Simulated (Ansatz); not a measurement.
# Mg11PbF24 (Sellaite): the cost of one run

Computed with Ansatz 0.2.0 (DFT, PBE, plane-wave PAW, default files, scalar-relativistic, as far as a step names no other, unless a step's input says otherwise).

1 further run of the same task is left out (it didn't finish).

## (1) Starting point

It takes space group Pmmm (No. 47, orthorhombic). Conventional cell: a = 6.541 Å, b = 6.541 Å, c = 9.156 Å, α = 90.00°, β = 90.00°, γ = 90.00°. Pb (site symmetry mmm) is surrounded by 6 F at 1.98 to 2.00 Å. Mg (site symmetry mm2) has 6 F at 1.98 to 2.00 Å as nearest neighbours. Mg (site symmetry mmm) has 6 F at 1.98 to 2.00 Å as nearest neighbours. Only part of the 16 independent sites is listed.

As a file:

```xyz
36
Lattice="4.6250 4.6250 0.0000 -4.6250 4.6250 0.0000 0.0000 0.0000 9.1560" Properties=species:S:1:pos:R:3 pbc="T T T"
Pb    0.0000    0.0000    0.0000
Mg    0.0000    0.0000    3.0520
Mg    0.0000    0.0000    6.1040
Mg    0.0000    4.6250    0.0000
Mg    0.0000    4.6250    3.0520
Mg    0.0000    4.6250    6.1040
Mg    2.3125    2.3125    1.5260
Mg    2.3125    2.3125    4.5780
Mg    2.3125    2.3125    7.6300
Mg   -2.3125    2.3125    1.5260
Mg   -2.3125    2.3125    4.5780
Mg   -2.3125    2.3125    7.6300
F     1.4014    1.4014    0.0000
F     1.4014    1.4014    3.0520
F     1.4014    1.4014    6.1040
F     1.4014    6.0264    0.0000
F     1.4014    6.0264    3.0520
F     1.4014    6.0264    6.1040
F     0.9111    3.7139    1.5260
F     0.9111    3.7139    4.5780
F     0.9111    3.7139    7.6300
F    -3.7139    3.7139    1.5260
F    -3.7139    3.7139    4.5780
F    -3.7139    3.7139    7.6300
F     3.2236    3.2236    0.0000
F     3.2236    3.2236    3.0520
F     3.2236    3.2236    6.1040
F    -1.4014    3.2236    0.0000
F    -1.4014    3.2236    3.0520
F    -1.4014    3.2236    6.1040
F    -0.9111    5.5361    1.5260
F    -0.9111    5.5361    4.5780
F    -0.9111    5.5361    7.6300
F    -0.9111    0.9111    1.5260
F    -0.9111    0.9111    4.5780
F    -0.9111    0.9111    7.6300
```

Atom 1 of the input is the impurity.

## (2) Gradients at the starting positions

File input.yaml:

```yaml
crystal:
  lattice:
    - [4.625, 4.625, 0.0]
    - [-4.625, 4.625, 0.0]
    - [0.0, 0.0, 9.156]
  atoms:
    - { symbol: Pb, position: [0.0, 0.0, 0.0] }
    - { symbol: Mg, position: [0.0, 0.0, 0.3333333333] }
    - { symbol: Mg, position: [0.0, 0.0, 0.6666666667] }
    - { symbol: Mg, position: [0.5, 0.5, 0.0] }
    - { symbol: Mg, position: [0.5, 0.5, 0.3333333333] }
    - { symbol: Mg, position: [0.5, 0.5, 0.6666666667] }
    - { symbol: Mg, position: [0.5, 0.0, 0.1666666667] }
    - { symbol: Mg, position: [0.5, 0.0, 0.5] }
    - { symbol: Mg, position: [0.5, 0.0, 0.8333333333] }
    - { symbol: Mg, position: [0.0, 0.5, 0.1666666667] }
    - { symbol: Mg, position: [0.0, 0.5, 0.5] }
    - { symbol: Mg, position: [0.0, 0.5, 0.8333333333] }
    - { symbol: F, position: [0.303, 0.0, 0.0] }
    - { symbol: F, position: [0.303, 0.0, 0.3333333333] }
    - { symbol: F, position: [0.303, 0.0, 0.6666666667] }
    - { symbol: F, position: [0.803, 0.5, 0.0] }
    - { symbol: F, position: [0.803, 0.5, 0.3333333333] }
    - { symbol: F, position: [0.803, 0.5, 0.6666666667] }
    - { symbol: F, position: [0.5, 0.303, 0.1666666667] }
    - { symbol: F, position: [0.5, 0.303, 0.5] }
    - { symbol: F, position: [0.5, 0.303, 0.8333333333] }
    - { symbol: F, position: [0.0, 0.803, 0.1666666667] }
    - { symbol: F, position: [0.0, 0.803, 0.5] }
    - { symbol: F, position: [0.0, 0.803, 0.8333333333] }
    - { symbol: F, position: [0.697, 0.0, 0.0] }
    - { symbol: F, position: [0.697, 0.0, 0.3333333333] }
    - { symbol: F, position: [0.697, 0.0, 0.6666666667] }
    - { symbol: F, position: [0.197, 0.5, 0.0] }
    - { symbol: F, position: [0.197, 0.5, 0.3333333333] }
    - { symbol: F, position: [0.197, 0.5, 0.6666666667] }
    - { symbol: F, position: [0.5, 0.697, 0.1666666667] }
    - { symbol: F, position: [0.5, 0.697, 0.5] }
    - { symbol: F, position: [0.5, 0.697, 0.8333333333] }
    - { symbol: F, position: [0.0, 0.197, 0.1666666667] }
    - { symbol: F, position: [0.0, 0.197, 0.5] }
    - { symbol: F, position: [0.0, 0.197, 0.8333333333] }
kpoints:
  mp_grid: { grid: [3, 3, 2] }
scf:
  occupations: { method: fermi_dirac, width: 0.01 }
hamiltonian:
  xc: pbe
  pseudopotentials: { kind: paw }
output:
  forces: true
  stress: true
  populations: true
  efg: { quadrupole_moments_barn: { Mg: 0.1994 }, contact_densities: true }
```

Started as:

```console
ansatz run input.yaml --threads 1 --pin off --max-ram 3072MiB --backend cpu --events-out ev --progress --plain --runs-dir out
```

What time and memory should one allow on 1 thread of Arm Neoverse V2, shared host?

About 69 s, with a peak of 0.92 GiB.
